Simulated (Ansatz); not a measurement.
System: wurtzite BeO. Method: PBEsol (PAW; Ansatz, a quantum-chemistry and plane-wave program).

Settings: plane-wave cutoff 520 eV, 18×18×8 k mesh (along the axes of the cell as run), Fermi–Dirac smearing 0.01 eV, scalar-relativistic PAW data made under PBE.

Results at a series of volumes:

| V (Å³/atom) | E − E_lowest (meV/atom) | P (GPa) |
|---|---|---|
| 6.590 | 7.97 | 9.60 |
| 6.727 | 1.93 | 4.57 |
| 6.865 | 0.00 | 0.01 |
| 7.002 | 1.80 | -4.15 |
| 7.139 | 7.00 | -7.92 |

Task: Estimate the bulk modulus from the pressures at 6.727 and 7.002 Å³/atom, and compare it with a fit to all energies.

Result: B = −V dP/dV. Between V = 6.727 and 7.002 Å³/atom, dP/dV = (-4.15 − (4.57))/(7.002 − 6.727) = -31.7 GPa per Å³/atom; at the midpoint 6.864 Å³/atom this gives B ≈ 218 GPa. The third-order Birch–Murnaghan fit gives V0 = 6.865 Å³/atom, B0 = 218 GPa, B′ = 3.7, which lies within 1 % of that estimate.

Shape and atoms are relaxed at each volume.

Measured, for comparison: bulk modulus 212 GPa (room temperature, no zero-point or thermal correction, K' fixed at 4, our sources range from 212 to 224; as tabulated in High-pressure and high-temperature crystal chemistry of beryllium oxide (Scilit …). Computed (rounded) less measured: bulk modulus +3 % (inside the range of the sources held).

Note: the bulk modulus comes from volumes at which shape and atoms were relaxed.

Computing time: very roughly 110 core-seconds.
